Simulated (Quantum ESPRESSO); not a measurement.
Quick settings and what they miss: ZrO2 (P2_1/c, 12 atoms in the cell)

Self-consistent single point.

```xyz
12
Lattice="5.2303 0.0000 0.0000 0.0000 5.3055 0.0000 -0.8868 0.0000 5.3354" Properties=species:S:1:pos:R:3 pbc="T T T"
Zr     3.0842     5.0819     4.2171
Zr     1.2593     0.2236     1.1183
Zr     0.8159     2.4291     3.7860
Zr     3.5276     2.8764     1.5494
O     -0.3863     0.8822     4.5022
O      4.7298     4.4232     0.8332
O      4.2864     3.5350     3.5009
O      0.0571     1.7705     1.8345
O      2.8613     1.3657     0.1142
O      1.4821     3.9397     5.2212
O      1.9255     4.0185     2.5535
O      2.4179     1.2870     2.7819
```

Level of theory: PBE, GBRV 1.5 ultrasoft (PBE) pseudopotentials (plane waves; Quantum ESPRESSO).

Base settings: ecutwfc = 40 Ry; ecutrho = 320 Ry; occupations = fixed; potentials = {Zr: zr_pbe_v1.uspp.F.UPF, O: o_pbe_v1.2.uspp.F.UPF}; K_POINTS = automatic 4 4 3 0 0 0; nbnd = 54; conv_thr = 1e-10 Ry.

Tight run (finer mesh or higher cutoff; not a proven limit): ecutwfc: 40 Ry → 56 Ry; ecutrho: 320 Ry → 448 Ry; conv_thr: 1e-10 Ry → 7.3e-11 Ry; K_POINTS: automatic 4 4 3 0 0 0 → automatic 6 6 5 0 0 0. It gave top of the valence band (on the code's own zero) 9.88 eV; gap on the k-point mesh 3.49 eV; pressure -6.20 GPa; largest force (vector length) 0.229 eV/Å.

Quick runs, as changes from the base:
- A: the base itself
- B: ecutwfc: 40 Ry → 20 Ry; ecutrho: 320 Ry → 160 Ry; occupations: fixed → smearing; nbnd: 54 → default; K_POINTS: automatic 4 4 3 0 0 0 → automatic 2 2 2 0 0 0; smearing: default → marzari-vanderbilt; degauss: default → 0.0099958 Ry
- C: ecutwfc: 40 Ry → 28 Ry; ecutrho: 320 Ry → 224 Ry; occupations: fixed → smearing; nbnd: 54 → default; K_POINTS: automatic 4 4 3 0 0 0 → automatic 4 4 4 1 1 1; smearing: default → marzari-vanderbilt; degauss: default → 0.019992 Ry
- D: ecutwfc: 40 Ry → 32 Ry; ecutrho: 320 Ry → 256 Ry; conv_thr: 1e-10 Ry → 7.3e-06 Ry; K_POINTS: automatic 4 4 3 0 0 0 → automatic 2 2 2 1 1 1
- E: ecutwfc: 40 Ry → 24 Ry; ecutrho: 320 Ry → 192 Ry; K_POINTS: automatic 4 4 3 0 0 0 → automatic 3 3 3 0 0 0

Dashes: time of B, D, E, under 30 s; pressure of D, not trusted under this conv_thr with d or f elements.

Gaps are read on each run's own mesh, which may miss the band edges.

The count of work is k-points × plane waves × bands × iterations; it is no time. Core times come from one kind of shared machine and are given to one figure; runs under 30 s give none.

The starting cell comes from a database of computed structures (which also holds hypothetical and non-ambient phases and stackings), without a prior relaxation at this level. Its lattice was rescaled by a random factor within 2.5 % of one. In the base run, with a pressure of about -6 GPa the cell is away from its equilibrium volume at this level.

| run | energy less tight (meV/atom) | pressure less tight (GPa) | largest miss in a force vector (eV/Å) | gap on the mesh less tight (eV) | count of work / tight | core time / tight (rough) |
|---|---|---|---|---|---|---|
| A | 5.7 | 0.14 | 0.002 | 0.000 | 0.20 | 0.3 |
| B | 2071.6 | -98.97 | 0.248 | -0.136 | 0.027 | – |
| C | 175.5 | -14.42 | 0.031 | 0.185 | 0.089 | 0.1 |
| D | 37.6 | – | 0.018 | 0.550 | 0.0090 | – |
| E | 644.9 | -40.30 | 0.059 | 0.112 | 0.044 | – |

Among the runs at the tight run's level, the energy misses run from 5.7 to 2071.6 meV/atom.

Left out of this page: 1 run of the series outside the window shown, repeating another row's setting, or not comparable.
